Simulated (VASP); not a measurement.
H15NO6, 22 atoms in the cell. The cell holds a amorphous, 22 atoms: a = 6.028 Å, b = 6.028 Å, c = 6.028 Å, α = 90.00°, β = 90.00°, γ = 90.00°. The cell was built by a generator and needn't be a form met in nature.

```yaml
Program: VASP 6.6.1
Task: molecular dynamics
Functional: PBE
Dispersion: D3(BJ)
Potentials_or_basis: VASP PAW PBE potentials, release 64 (O, H, N)
Cutoff: 520 eV
k_mesh: 1 × 1 × 1
Occupations: fermi-dirac, width 0.05 eV
Spin: no spin polarisation
Dipole_correction: no
Further_INCAR_settings: LREAL = Auto; ALGO = Fast; EDIFF = 1e-05; ISYM = 0; IBRION = 0; POTIM = 0.5; NSW = 40
```

Potentials or basis: VASP PAW PBE potentials, release 64 (O, H, N).

Launch:

```bash
$ cat potpaw_PBE.64/O/POTCAR potpaw_PBE.64/H/POTCAR potpaw_PBE.64/N/POTCAR > POTCAR
$ mpirun -np 1 vasp_gam > vasp.out
```

Hardware: 1 thread of Intel(R) Xeon(R) 6975P-C (Granite Rapids), with other jobs on the host.

How long does it take, and how much memory?

Run time: 4.6 min on 1 thread of Intel(R) Xeon(R) 6975P-C (Granite Rapids), on a shared host, peak memory 0.37 GiB. Counts: scf iterations 207, k points 1, ion steps 40.
